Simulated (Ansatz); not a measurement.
Geometry optimisation in Ansatz: input, command and trajectory.

```yaml
crystal:
  lattice:
    - [0.0, 3.3134232471, 3.3134232471]
    - [3.3134232471, 0.0, 3.3134232471]
    - [3.3134232471, 3.3134232471, 0.0]
  atoms:
    - { symbol: Ni, position: [0.625, 0.625, 0.625] }
    - { symbol: Ni, position: [0.125, 0.625, 0.625] }
    - { symbol: Ni, position: [0.625, 0.625, 0.125] }
    - { symbol: Ni, position: [0.625, 0.125, 0.625] }
    - { symbol: O, position: [0.5, 0.5, 0.5] }
    - { symbol: O, position: [0.75, 0.75, 0.75] }
basis:
  ecutwfc: 420
kpoints:
  mp_grid: { grid: [4, 4, 4] }
hamiltonian:
  xc: pbe
scf:
  occupations: { method: gaussian, width: 0.1 }
  lower_state_search: "off"
output:
  forces: true
  stress: true
  eigenvalues: true
relax:
  adjacent_minimum: "off"
  f_tol: 0.04
  max_steps: 70
  cell: { stress_tol: 0.4 }
```

```bash
ansatz run input.yaml --threads 1 --pin off --max-ram 2560MiB --backend cpu --events-out ev --progress --plain --runs-dir out
```

Theory: DFT PBE, scalar-relativistic, plane waves, PAW in Ansatz 0.2.0.

Of 13 frames 10 are shown, positions in Å and forces in eV/Å; the SCF threshold varies from step to step. Steps run on the plane waves of an earlier cell, with a Pulay correction in the pressure. The basis is chosen afresh for the last frame, the zero of the energies, and at times for earlier ones too; energy and pressure step there, also at an unchanged geometry. Here that happened at steps 7 (-245 meV/atom, 16.1 GPa), 11 (-11 meV/atom, 0.4 GPa); the frames before carry an error of that size.

```xyz
6
Lattice="0.0000 3.3134 3.3134 3.3134 0.0000 3.3134 3.3134 3.3134 0.0000" Properties=species:S:1:pos:R:3:forces:R:3 pbc="T T T" step=1 free_energy_over_end_meV_per_atom=3447.78 pressure_GPa=179.86
Ni    4.1418    4.1418    4.1418    0.0000    0.0000    0.0000
Ni    4.1418    2.4851    2.4851    0.0000    0.0000    0.0000
Ni    2.4851    2.4851    4.1418    0.0000    0.0000    0.0000
Ni    2.4851    4.1418    2.4851    0.0000    0.0000    0.0000
O     3.3134    3.3134    3.3134    0.0000    0.0000    0.0000
O     4.9701    4.9701    4.9701    0.0000    0.0000    0.0000
6
Lattice="0.0000 3.4750 3.4750 3.4750 0.0000 3.4750 3.4750 3.4750 0.0000" Properties=species:S:1:pos:R:3:forces:R:3 pbc="T T T" step=2 free_energy_over_end_meV_per_atom=1855.61 pressure_GPa=102.47
Ni    4.3437    4.3437    4.3437    0.0000    0.0000    0.0000
Ni    4.3437    2.6062    2.6062    0.0000    0.0000    0.0000
Ni    2.6062    2.6062    4.3437    0.0000    0.0000    0.0000
Ni    2.6062    4.3437    2.6062    0.0000    0.0000    0.0000
O     3.4750    3.4750    3.4750    0.0000    0.0000    0.0000
O     5.2124    5.2124    5.2124    0.0000    0.0000    0.0000
6
Lattice="0.0000 3.7980 3.7980 3.7980 0.0000 3.7980 3.7980 3.7980 0.0000" Properties=species:S:1:pos:R:3:forces:R:3 pbc="T T T" step=4 free_energy_over_end_meV_per_atom=451.68 pressure_GPa=16.02
Ni    4.7475    4.7475    4.7475    0.0000    0.0000    0.0000
Ni    4.7475    2.8485    2.8485    0.0000    0.0000    0.0000
Ni    2.8485    2.8485    4.7475    0.0000    0.0000    0.0000
Ni    2.8485    4.7475    2.8485    0.0000    0.0000    0.0000
O     3.7980    3.7980    3.7980    0.0000    0.0000    0.0000
O     5.6970    5.6970    5.6970    0.0000    0.0000    0.0000
6
Lattice="0.0000 3.8799 3.8799 3.8799 0.0000 3.8799 3.8799 3.8799 0.0000" Properties=species:S:1:pos:R:3:forces:R:3 pbc="T T T" step=5 free_energy_over_end_meV_per_atom=393.37 pressure_GPa=0.57
Ni    4.8499    4.8499    4.8499    0.0000    0.0000    0.0000
Ni    4.8499    2.9099    2.9099    0.0000    0.0000    0.0000
Ni    2.9099    2.9099    4.8499    0.0000    0.0000    0.0000
Ni    2.9099    4.8499    2.9099    0.0000    0.0000    0.0000
O     3.8799    3.8799    3.8799    0.0000    0.0000    0.0000
O     5.8198    5.8198    5.8198    0.0000    0.0000    0.0000
6
Lattice="0.0000 3.8831 3.8831 3.8831 0.0000 3.8831 3.8831 3.8831 0.0000" Properties=species:S:1:pos:R:3:forces:R:3 pbc="T T T" step=6 free_energy_over_end_meV_per_atom=393.40 pressure_GPa=-0.01
Ni    4.8538    4.8538    4.8538    0.0000    0.0000    0.0000
Ni    4.8538    2.9123    2.9123    0.0000    0.0000    0.0000
Ni    2.9123    2.9123    4.8538    0.0000    0.0000    0.0000
Ni    2.9123    4.8538    2.9123    0.0000    0.0000    0.0000
O     3.8831    3.8831    3.8831    0.0000    0.0000    0.0000
O     5.8246    5.8246    5.8246    0.0000    0.0000    0.0000
6
Lattice="0.0000 3.9710 3.9710 3.9710 0.0000 3.9710 3.9710 3.9710 0.0000" Properties=species:S:1:pos:R:3:forces:R:3 pbc="T T T" step=8 free_energy_over_end_meV_per_atom=50.90 pressure_GPa=8.05
Ni    4.9637    4.9637    4.9637    0.0000    0.0000    0.0000
Ni    4.9637    2.9782    2.9782    0.0000    0.0000    0.0000
Ni    2.9782    2.9782    4.9637    0.0000    0.0000    0.0000
Ni    2.9782    4.9637    2.9782    0.0000    0.0000    0.0000
O     3.9710    3.9710    3.9710    0.0000    0.0000    0.0000
O     5.9565    5.9565    5.9565    0.0000    0.0000    0.0000
6
Lattice="0.0000 4.0681 4.0681 4.0681 0.0000 4.0681 4.0681 4.0681 0.0000" Properties=species:S:1:pos:R:3:forces:R:3 pbc="T T T" step=9 free_energy_over_end_meV_per_atom=11.49 pressure_GPa=1.35
Ni    5.0851    5.0851    5.0851    0.0000    0.0000    0.0000
Ni    5.0851    3.0511    3.0511    0.0000    0.0000    0.0000
Ni    3.0511    3.0511    5.0851    0.0000    0.0000    0.0000
Ni    3.0511    5.0851    3.0511    0.0000    0.0000    0.0000
O     4.0681    4.0681    4.0681    0.0000    0.0000    0.0000
O     6.1021    6.1021    6.1021    0.0000    0.0000    0.0000
6
Lattice="0.0000 4.0889 4.0889 4.0889 0.0000 4.0889 4.0889 4.0889 0.0000" Properties=species:S:1:pos:R:3:forces:R:3 pbc="T T T" step=10 free_energy_over_end_meV_per_atom=11.09 pressure_GPa=0.11
Ni    5.1111    5.1111    5.1111    0.0000    0.0000    0.0000
Ni    5.1111    3.0667    3.0667    0.0000    0.0000    0.0000
Ni    3.0667    3.0667    5.1111    0.0000    0.0000    0.0000
Ni    3.0667    5.1111    3.0667    0.0000    0.0000    0.0000
O     4.0889    4.0889    4.0889    0.0000    0.0000    0.0000
O     6.1333    6.1333    6.1333    0.0000    0.0000    0.0000
6
Lattice="0.0000 4.0980 4.0980 4.0980 0.0000 4.0980 4.0980 4.0980 0.0000" Properties=species:S:1:pos:R:3:forces:R:3 pbc="T T T" step=12 free_energy_over_end_meV_per_atom=0.22 pressure_GPa=0.07
Ni    5.1225    5.1225    5.1225    0.0000    0.0000    0.0000
Ni    5.1225    3.0735    3.0735    0.0000    0.0000    0.0000
Ni    3.0735    3.0735    5.1225    0.0000    0.0000    0.0000
Ni    3.0735    5.1225    3.0735    0.0000    0.0000    0.0000
O     4.0980    4.0980    4.0980    0.0000    0.0000    0.0000
O     6.1470    6.1470    6.1470    0.0000    0.0000    0.0000
6
Lattice="0.0000 4.0980 4.0980 4.0980 0.0000 4.0980 4.0980 4.0980 0.0000" Properties=species:S:1:pos:R:3:forces:R:3 pbc="T T T" step=13 free_energy_over_end_meV_per_atom=0.00 pressure_GPa=0.07
Ni    5.1225    5.1225    5.1225    0.0000    0.0000    0.0000
Ni    5.1225    3.0735    3.0735    0.0000    0.0000    0.0000
Ni    3.0735    3.0735    5.1225    0.0000    0.0000    0.0000
Ni    3.0735    5.1225    3.0735    0.0000    0.0000    0.0000
O     4.0980    4.0980    4.0980    0.0000    0.0000    0.0000
O     6.1470    6.1470    6.1470    0.0000    0.0000    0.0000
```

The start puts this composition into another compound's structure type, which needn't suit it. The cell swells from 12.1 to 22.9 Å³ an atom, so the end can be far from any stable crystal. At the end the space group is Fd-3m (tolerance 0.05 Å).

Time: 43 s on 1 thread of Arm Neoverse V2, on a shared host, peak memory 0.39 GiB.

The k mesh is coarse. Spin polarisation was left out, and a magnetic state may lie lower.